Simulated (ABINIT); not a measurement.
NbP in ABINIT: convergence with k mesh

Input of the first run (k mesh 2 × 2 × 2); the others differ in this setting and in those tied to it:

File run.abi:

```
# Pseudopotentials
pp_dirpath "./"
pseudos "Nb.GGA_PBE-JTH.xml, P.GGA_PBE-JTH.xml"

# Structure
acell 11.7345111355 11.7345111355 11.7345111355
rprim
    -0.2697297053     0.2697297053     0.9243872414
     0.2697297053    -0.2697297053     0.9243872414
     0.2697297053     0.2697297053    -0.9243872414
ntypat 2
znucl 41 15
natom 4
typat 1 1 2 2
xcart
     3.1651462306     0.0000000000     5.4210302089
     0.0000000000     0.0000000000    10.8446463980
     0.0000000000     3.1651462306     7.2187847690
     0.0000000000     0.0000000000     1.7951685799

# Plane-wave basis
ecut 20.0
pawecutdg 40.0

# k points
kptopt 1
ngkpt 2 2 2
nshiftk 1
shiftk 0.0 0.0 0.0

# Exchange and correlation
ixc 7

# Bands and occupations
nband 22
occopt 3
tsmear 0.1 eV

# SCF cycle
nstep 100
tolvrs 1.0e-9

# Output
iomode 3
prtwf 0
prtden 0
prteig 0
prtebands 0
enunit 2
```

Potentials or basis: JTH PAW PBE v2.0.

The run is started by

```bash
$ abinit run.abi > log 2>&1
```

The cell is a database's computed one.

Hardware: 1 thread of Arm Neoverse V2, with other jobs on the host.

**Question.** The values tried are 2 × 2 × 2, 3 × 3 × 3, 4 × 4 × 4, 5 × 5 × 5, 7 × 7 × 7, 8 × 8 × 8, 9 × 9 × 9, 11 × 11 × 11, 14 × 14 × 14, loosest first. From which on does the largest force stay within 0.005 eV/Å of the tightest run that finished?

**Answer.** From 7 × 7 × 7 on.

| k mesh | energy less the tightest run, at zero smearing (meV/atom) | pressure (GPa) | largest force (eV/Å) | SCF cycles | CPU time (s) | peak memory (GiB) |
| --- | --- | --- | --- | --- | --- | --- |
| 2 × 2 × 2 | 218.11 | -5.71 | 0.231 | 11 | 8 | 0.18 |
| 3 × 3 × 3 | 55.74 | -7.97 | 0.009 | 10 | 15 | 0.19 |
| 4 × 4 × 4 | 35.29 | -8.69 | 0.014 | 10 | 28 | 0.19 |
| 5 × 5 × 5 | 14.95 | -8.94 | 0.003 | 10 | 44 | 0.2 |
| 7 × 7 × 7 | 4.13 | -9.11 | 0.014 | 10 | 91 | 0.22 |
| 8 × 8 × 8 | 2.95 | -9.13 | 0.014 | 10 | 130 | 0.24 |
| 9 × 9 × 9 | 1.83 | -9.16 | 0.010 | 10 | 180 | 0.27 |
| 11 × 11 × 11 | 0.65 | -9.19 | 0.012 | 10 | 290 | 0.33 |
| 14 × 14 × 14 | 0.00 | -9.20 | 0.012 | 10 | 540 | 0.46 |

Against the tightest run, the energy stays within 1 meV/atom from 11 × 11 × 11 on; the pressure stays within 0.1 GPa from 7 × 7 × 7 on. Meshes of other sizes hit other points, so gaps and Fermi surfaces needn't settle smoothly. The tightest run that finished is the yardstick and may itself not be fully converged.

Caveat, for the tightest run too: the PAW data sets were made with another functional, which shifts forces and pressure a little.
